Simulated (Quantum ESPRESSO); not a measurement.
# TaN (Fm-3m) in Quantum ESPRESSO: single point with LDA

Aim: the single point of TaN with LDA.

Program: Quantum ESPRESSO 7.5. These are calculated values, not measurements. Logs are shortened: lines on timing, memory, paths and dates and some standing lists are left out, and cuts for length are marked.

### 1 Starting point

Symmetry: Fm-3m, No. 225, cubic system. The conventional cell has a = 4.423 Å, b = 4.423 Å, c = 4.423 Å, α = 90.00°, β = 90.00°, γ = 90.00°. Ta (site symmetry m-3m) is surrounded by 6 N at 2.21 Å. Around N (site symmetry m-3m) lie 6 Ta at 2.21 Å.

The cell comes from a database or a generator and needn't be the stable form of this composition.

### 2 Single point, LDA

The input, scf.in:

```
&CONTROL
  calculation = 'scf'
  prefix = 'pwscf'
  outdir = './tmp'
  pseudo_dir = './pseudo'
/
&SYSTEM
  ibrav = 0
  nat = 2
  ntyp = 2
  ecutwfc = 84
  nbnd = 15
  occupations = 'smearing'
  smearing = 'fd'
  degauss = 0.00367493
  force_symmorphic = .true.
/
&ELECTRONS
  conv_thr = 4d-10
  electron_maxstep = 120
  mixing_beta = 0.5
/
ATOMIC_SPECIES
Ta   180.9479 Ta.upf
N     14.0070 N.upf
CELL_PARAMETERS angstrom
   0.0000000000    2.2113230000    2.2113230000
   2.2113230000    0.0000000000    2.2113230000
   2.2113230000    2.2113230000    0.0000000000
ATOMIC_POSITIONS crystal
Ta     0.5000000000    0.5000000000    0.5000000000
N      0.0000000000    0.0000000000    0.0000000000
K_POINTS automatic
10 10 10 0 0 0
```

The input, nscf.in:

```
&CONTROL
  calculation = 'nscf'
  prefix = 'pwscf'
  outdir = './tmp'
  pseudo_dir = './pseudo'
/
&SYSTEM
  ibrav = 0
  nat = 2
  ntyp = 2
  ecutwfc = 84
  nbnd = 159
  occupations = 'smearing'
  smearing = 'fd'
  degauss = 0.00367493
  force_symmorphic = .true.
/
&ELECTRONS
  conv_thr = 1d-08
  diago_full_acc = .true.
  diago_thr_init = 1d-06
/
ATOMIC_SPECIES
Ta   180.9479 Ta.upf
N     14.0070 N.upf
CELL_PARAMETERS angstrom
   0.0000000000    2.2113230000    2.2113230000
   2.2113230000    0.0000000000    2.2113230000
   2.2113230000    2.2113230000    0.0000000000
ATOMIC_POSITIONS crystal
Ta     0.5000000000    0.5000000000    0.5000000000
N      0.0000000000    0.0000000000    0.0000000000
K_POINTS automatic
6 6 6 0 0 0
```

Potentials or basis: PseudoDojo 0.4.1 SR LDA standard.

The run is started by

```
$ OMP_NUM_THREADS=1 pw.x -in scf.in > scf.out
$ OMP_NUM_THREADS=1 pw.x -in nscf.in > nscf.out
```

scf.out:

```text
This program is part of the open-source Quantum ESPRESSO suite
     for quantum simulation of materials; please cite
[... 9 lines left out ...]
     --------------------
     sticks:   dense  smooth     PW     G-vecs:    dense   smooth      PW
     Sum         805     805    253                15089    15089    2637

     Using Slab Decomposition

     bravais-lattice index     =            0
     lattice parameter (alat)  =       5.9097  a.u.
     unit-cell volume          =     145.9430 (a.u.)^3
     number of atoms/cell      =            2
     number of atomic types    =            2
     number of electrons       =        18.00
     number of Kohn-Sham states=           15
     kinetic-energy cutoff     =      84.0000  Ry
     charge density cutoff     =     336.0000  Ry
     scf convergence threshold =      4.0E-10
     mixing beta               =       0.5000
     number of iterations used =            8  plain     mixing
     Exchange-correlation= SLA  PW   NOGX NOGC
                           (   1   4   0   0   0   0   0)

     celldm(1)=   5.909708  celldm(2)=   0.000000  celldm(3)=   0.000000
     celldm(4)=   0.000000  celldm(5)=   0.000000  celldm(6)=   0.000000

[... 8 lines left out ...]
               b(3) = (  0.707107  0.707107 -0.707107 )

     PseudoPot. # 1 for Ta read from file:
     Ta.upf
     Pseudo is Norm-conserving + core correction, Zval = 13.0
     Generated using ONCVPSP code by D. R. Hamann
     Using radial grid of 1432 points,  8 beta functions with:
                l(1) =   0
                l(2) =   0
                l(3) =   1
                l(4) =   1
                l(5) =   2
                l(6) =   2
                l(7) =   3
                l(8) =   3

     PseudoPot. # 2 for N  read from file:
     N.upf
     Pseudo is Norm-conserving + core correction, Zval =  5.0
     Generated using ONCVPSP code by D. R. Hamann
     Using radial grid of 1058 points,  4 beta functions with:
                l(1) =   0
                l(2) =   0
                l(3) =   1
                l(4) =   1

     atomic species   valence    mass     pseudopotential
     Ta               13.00   180.94790     Ta( 1.00)
     N                 5.00    14.00700     N ( 1.00)

     48 Sym. Ops., with inversion, found

   Cartesian axes

     site n.     atom                  positions (alat units)
         1        Ta     tau(   1) = (   0.7071068   0.7071068   0.7071068  )
         2        N      tau(   2) = (   0.0000000   0.0000000   0.0000000  )

     number of k points=    47  Fermi-Dirac smearing, width (Ry)=  0.0037
                       cart. coord. in units 2pi/alat
        k(    1) = (   0.0000000   0.0000000   0.0000000), wk =   0.0020000
        k(    2) = (   0.0707107   0.0707107  -0.0707107), wk =   0.0160000
        k(    3) = (   0.1414214   0.1414214  -0.1414214), wk =   0.0160000
        k(    4) = (   0.2121320   0.2121320  -0.2121320), wk =   0.0160000
        k(    5) = (   0.2828427   0.2828427  -0.2828427), wk =   0.0160000
        k(    6) = (  -0.3535534  -0.3535534   0.3535534), wk =   0.0080000
[... 39 lines left out ...]
        k(   46) = (  -0.0707107  -0.3535534   0.6363961), wk =   0.0480000
        k(   47) = (  -0.7071068   0.2828427   0.0000000), wk =   0.0240000

     Dense  grid:    15089 G-vectors     FFT dimensions: (  36,  36,  36)

     Initial potential from superposition of free atoms

     starting charge      17.9992, renormalised to      18.0000
     Starting wfcs are   14 randomized atomic wfcs +    1 random wfcs

     Self-consistent Calculation

     iteration #  1     ecut=    84.00 Ry     beta= 0.50
     Davidson diagonalization with overlap
     ethr =  1.00E-02,  avg # of iterations =  4.2

     total energy              =    -151.03637943 Ry
     estimated scf accuracy    <       0.47779690 Ry

     iteration #  2     ecut=    84.00 Ry     beta= 0.50
     Davidson diagonalization with overlap
     ethr =  2.65E-03,  avg # of iterations =  2.0

     total energy              =    -151.17321083 Ry
     estimated scf accuracy    <       0.25894662 Ry

     iteration #  3     ecut=    84.00 Ry     beta= 0.50
     Davidson diagonalization with overlap
     ethr =  1.44E-03,  avg # of iterations =  1.4

     total energy              =    -151.22101577 Ry
     estimated scf accuracy    <       0.00293578 Ry

     iteration #  4     ecut=    84.00 Ry     beta= 0.50
     Davidson diagonalization with overlap
     ethr =  1.63E-05,  avg # of iterations =  2.3

     total energy              =    -151.22137576 Ry
     estimated scf accuracy    <       0.00349842 Ry

     iteration #  5     ecut=    84.00 Ry     beta= 0.50
     Davidson diagonalization with overlap
     ethr =  1.63E-05,  avg # of iterations =  1.2

     total energy              =    -151.22154035 Ry
     estimated scf accuracy    <       0.00021674 Ry

     iteration #  6     ecut=    84.00 Ry     beta= 0.50
     Davidson diagonalization with overlap
     ethr =  1.20E-06,  avg # of iterations =  2.0

     total energy              =    -151.22154304 Ry
     estimated scf accuracy    <       0.00003471 Ry

     iteration #  7     ecut=    84.00 Ry     beta= 0.50
     Davidson diagonalization with overlap
     ethr =  1.93E-07,  avg # of iterations =  1.3

     total energy              =    -151.22154061 Ry
     estimated scf accuracy    <       0.00000786 Ry

     iteration #  8     ecut=    84.00 Ry     beta= 0.50
     Davidson diagonalization with overlap
     ethr =  4.37E-08,  avg # of iterations =  2.0

     total energy              =    -151.22154157 Ry
     estimated scf accuracy    <       0.00000004 Ry

     iteration #  9     ecut=    84.00 Ry     beta= 0.50
     Davidson diagonalization with overlap
     ethr =  2.12E-10,  avg # of iterations =  2.6

     total energy              =    -151.22154158 Ry
     estimated scf accuracy    <          5.6E-09 Ry

     iteration # 10     ecut=    84.00 Ry     beta= 0.50
     Davidson diagonalization with overlap
     ethr =  3.13E-11,  avg # of iterations =  2.0

     total energy              =    -151.22154158 Ry
     estimated scf accuracy    <          3.3E-09 Ry

     iteration # 11     ecut=    84.00 Ry     beta= 0.50
     Davidson diagonalization with overlap
     ethr =  1.81E-11,  avg # of iterations =  2.0

     End of self-consistent calculation

          k = 0.0000 0.0000 0.0000 (  1917 PWs)   bands (ev):

   -48.7605 -14.9700 -14.9700 -14.9700   2.2971  17.0137  17.0137  17.0137
    18.6948  18.6948  18.6948  20.7820  20.7820  22.2891  30.0202

          k = 0.0707 0.0707-0.0707 (  1898 PWs)   bands (ev):

   -48.7555 -15.0521 -14.9776 -14.9776   2.5314  15.9322  16.2779  16.2779
    19.0444  19.0444  19.1197  21.6849  21.6849  22.9694  30.7271

          k = 0.1414 0.1414-0.1414 (  1901 PWs)   bands (ev):

   -48.7426 -15.2612 -14.9974 -14.9974   3.1729  14.1327  15.1047  15.1047
    19.6625  19.8380  19.8380  23.5358  23.5358  24.3889  32.3620

          k = 0.2121 0.2121-0.2121 (  1895 PWs)   bands (ev):

   -48.7266 -15.5090 -15.0217 -15.0217   4.0538  12.4157  14.1369  14.1369
    20.4681  20.9476  20.9476  25.5474  25.5474  25.5565  32.7873

          k = 0.2828 0.2828-0.2828 (  1904 PWs)   bands (ev):

   -48.7137 -15.7018 -15.0412 -15.0412   4.9042  11.0932  13.5244  13.5244
    21.6818  22.0710  22.0710  25.4464  27.2725  27.2725  32.0824

          k =-0.3536-0.3536 0.3536 (  1892 PWs)   bands (ev):

   -48.7087 -15.7737 -15.0486 -15.0486   5.2932  10.5540  13.3159  13.3159
    22.5917  22.5917  22.6875  24.6068  28.0720  28.0720  32.0303

          k = 0.1414-0.0000 0.0000 (  1900 PWs)   bands (ev):

   -48.7539 -15.0471 -14.9961 -14.9961   2.5975  15.2455  16.5047  16.5047
    18.2428  19.6925  19.6925  20.9431  21.8387  23.7261  30.9587

          k = 0.2121 0.0707-0.0707 (  1906 PWs)   bands (ev):

   -48.7437 -15.2016 -15.0246 -15.0096   3.0659  13.9898  15.5558  15.7927
    18.3638  20.4131  20.4363  22.0311  22.8605  25.3595  32.3306

          k = 0.2828 0.1414-0.1414 (  1909 PWs)   bands (ev):

   -48.7287 -15.4285 -15.0522 -15.0335   3.8034  12.7290  14.3873  14.8113
    19.0341  21.3172  21.3777  23.8960  24.4468  26.8505  33.1995

          k = 0.3536 0.2121-0.2121 (  1898 PWs)   bands (ev):
[... 74 lines left out ...]
          k =-0.1414-0.5657 0.5657 (  1894 PWs)   bands (ev):

   -48.6976 -15.5913 -15.2888 -15.1744   4.1002  13.0530  14.1497  14.9659
    18.0013  23.4654  23.5257  24.6333  25.6586  28.5300  30.2621

          k =-0.0707-0.4950 0.4950 (  1894 PWs)   bands (ev):

   -48.6955 -15.5616 -15.3913 -15.1447   4.3941  12.5635  13.9859  14.3029
    19.3982  22.8042  22.9164  25.2581  26.4250  29.3953  30.7864

          k =-0.0000-0.4243 0.4243 (  1899 PWs)   bands (ev):

   -48.6998 -15.5419 -15.3900 -15.0972   4.6164  11.9481  13.8334  14.0661
    21.0883  22.0245  22.1013  24.2891  27.7867  29.9891  30.8241

          k = 0.5657-0.0000 0.0000 (  1884 PWs)   bands (ev):

   -48.6982 -15.6013 -15.2140 -15.2140   3.6691  13.5445  15.6584  16.1051
    16.1051  22.5518  24.0073  24.0073  24.7170  28.3344  30.3019

          k =-0.0707-0.6364 0.6364 (  1894 PWs)   bands (ev):

   -48.6933 -15.6266 -15.2662 -15.2216   3.7097  13.9678  14.8389  15.8151
    16.8078  23.3111  23.9668  24.0170  25.3161  27.6796  29.9166

          k = 0.0000-0.5657 0.5657 (  1896 PWs)   bands (ev):

   -48.6922 -15.5803 -15.3666 -15.1953   3.9769  13.7453  14.1097  15.0782
    17.8845  23.4806  23.5692  24.7954  25.3723  28.2447  30.4863

          k =-0.7071 0.0000 0.0000 (  1868 PWs)   bands (ev):

   -48.6917 -15.6568 -15.2395 -15.2395   3.5665  14.2249  15.4314  16.2066
    16.2066  22.7814  24.2016  24.2016  25.1880  27.2895  29.5173

          k = 0.2828 0.1414 0.0000 (  1907 PWs)   bands (ev):

   -48.7324 -15.3288 -15.0952 -15.0217   3.5386  13.0546  14.9145  15.2996
    18.4926  21.1732  21.5401  22.1742  24.1417  26.8723  33.6202

          k = 0.3536 0.2121-0.0707 (  1901 PWs)   bands (ev):

   -48.7184 -15.4983 -15.1542 -15.0468   4.1501  12.2393  14.0865  14.6297
    19.1642  21.8083  22.6006  23.4208  25.6509  27.9639  32.6558

          k =-0.2828-0.4243 0.5657 (  1908 PWs)   bands (ev):

   -48.7071 -15.6383 -15.1836 -15.0780   4.6778  11.6095  13.6505  14.0438
    20.1567  22.5426  22.7359  25.0239  26.8067  28.4378  31.2095

          k =-0.2121-0.3536 0.4950 (  1900 PWs)   bands (ev):

   -48.7028 -15.6917 -15.1909 -15.0930   4.8905  11.3579  13.6592  13.6893
    21.2455  21.7506  23.0649  25.9352  27.3345  28.3288  30.8830

          k = 0.4243 0.1414-0.0000 (  1902 PWs)   bands (ev):

   -48.7132 -15.4882 -15.1830 -15.1153   3.9572  12.5392  14.9213  14.9532
    17.8333  22.6146  22.9328  23.2674  24.7024  28.7862  32.3670

          k =-0.2121-0.4950 0.6364 (  1902 PWs)   bands (ev):

   -48.7029 -15.5711 -15.2528 -15.1443   4.2517  12.5131  14.1362  14.5688
    18.6708  22.9364  23.3892  24.0692  26.1111  28.9678  30.7155

          k =-0.1414-0.4243 0.5657 (  1889 PWs)   bands (ev):

   -48.6975 -15.6009 -15.3128 -15.1506   4.4883  12.3120  13.8917  14.1682
    19.8271  21.9810  23.5351  25.4484  26.3363  29.4830  30.4775

          k =-0.0707-0.3536 0.4950 (  1886 PWs)   bands (ev):

   -48.6992 -15.5792 -15.3369 -15.1225   4.5787  12.0616  13.8657  14.0537
    20.8224  21.3463  23.1241  24.6840  27.2244  29.8090  30.7191

          k = 0.0000-0.2828 0.4243 (  1901 PWs)   bands (ev):

   -48.7072 -15.5438 -15.2763 -15.0796   4.4559  12.0151  13.8501  14.3063
    19.9137  22.5145  22.5443  23.6289  27.0542  28.7722  31.4470

          k =-0.1414-0.5657 0.7071 (  1886 PWs)   bands (ev):

   -48.6976 -15.5871 -15.2536 -15.2078   3.8880  13.3900  14.7713  15.0798
    17.5293  23.2610  23.6177  23.9598  25.4716  28.4174  30.3893

          k =-0.0707-0.4950 0.6364 (  1888 PWs)   bands (ev):

   -48.6932 -15.5693 -15.3451 -15.2140   4.0653  13.5341  14.1427  14.6561
    18.4656  22.7041  23.9998  24.4473  25.6831  28.7565  30.6920

          k =-0.0000-0.4243 0.5657 (  1899 PWs)   bands (ev):

   -48.6939 -15.4809 -15.4678 -15.1772   4.3326  12.8220  14.0542  14.2610
    19.7315  21.7611  23.6636  24.8930  26.0179  29.9792  31.6796

          k =-0.7071 0.1414 0.0000 (  1888 PWs)   bands (ev):

   -48.6916 -15.6180 -15.2804 -15.2471   3.7750  14.1620  14.7052  15.0789
    17.4737  23.4706  23.6190  24.2058  25.4835  27.7875  30.0710

          k =-0.1414-0.4243 0.7071 (  1894 PWs)   bands (ev):

   -48.6959 -15.5435 -15.3561 -15.1907   4.2959  12.8460  14.1211  14.2110
    19.5763  21.8851  23.8303  24.2286  26.3796  29.6555  31.0051

          k =-0.0707-0.3536 0.6364 (  1888 PWs)   bands (ev):

   -48.6932 -15.5061 -15.4139 -15.2172   4.3128  12.9790  14.0523  14.1706
    20.6014  20.6703  24.0080  24.9495  25.5147  30.3734  31.5940

          k =-0.7071 0.2828 0.0000 (  1892 PWs)   bands (ev):

   -48.6916 -15.5153 -15.3864 -15.2594   4.1511  13.6440  14.0791  14.1976
    19.4815  21.6616  24.2126  24.4936  25.2890  29.8245  31.5330

     the Fermi energy is    20.7833 ev

!    total energy              =    -151.22154158 Ry
     estimated scf accuracy    <          2.5E-11 Ry
     smearing contrib. (-TS)   =      -0.00044874 Ry
     internal energy E=F+TS    =    -151.22109284 Ry

     The total energy is F=E-TS. E is the sum of the following terms:
     one-electron contribution =      -7.53904058 Ry
     hartree contribution      =      15.25532145 Ry
     xc contribution           =     -35.56107072 Ry
     ewald contribution        =    -123.37630299 Ry

     convergence has been achieved in  11 iterations

=------------------------------------------------------------------------------=
   JOB DONE.
=------------------------------------------------------------------------------=
```

It took 32 s on 1 thread of Intel Xeon 6975P-C (Granite Rapids), shared host; peak memory 0.06 GiB.

What came out:

- Band gap on the k mesh, mean-field level: none (metal or under the smearing width)

Levels at points of the mesh, in eV from the Fermi level:
| k point | band 5 | band 6 | band 7 | band 8 | band 9 | band 10 | band 11 | band 12 | band 13 | band 14 |
| --- | --- | --- | --- | --- | --- | --- | --- | --- | --- | --- |
| (0.00, 0.00, 0.00) | -18.49 | -3.78 | -3.78 | -3.78 | -2.10 | -2.10 | -2.10 | -0.01 | -0.01 | 1.50 |
| (0.00, 0.00, -0.50) | -15.50 | -10.24 | -7.47 | -7.47 | 1.80 | 1.80 | 1.90 | 3.82 | 7.28 | 7.28 |
| (0.00, -0.50, -0.50) | -17.22 | -6.57 | -5.36 | -4.58 | -4.58 | 1.99 | 3.41 | 3.41 | 4.40 | 6.50 |

Caveat: the k mesh is coarse (spacing up to 0.41 Å⁻¹), so the values aren't converged.
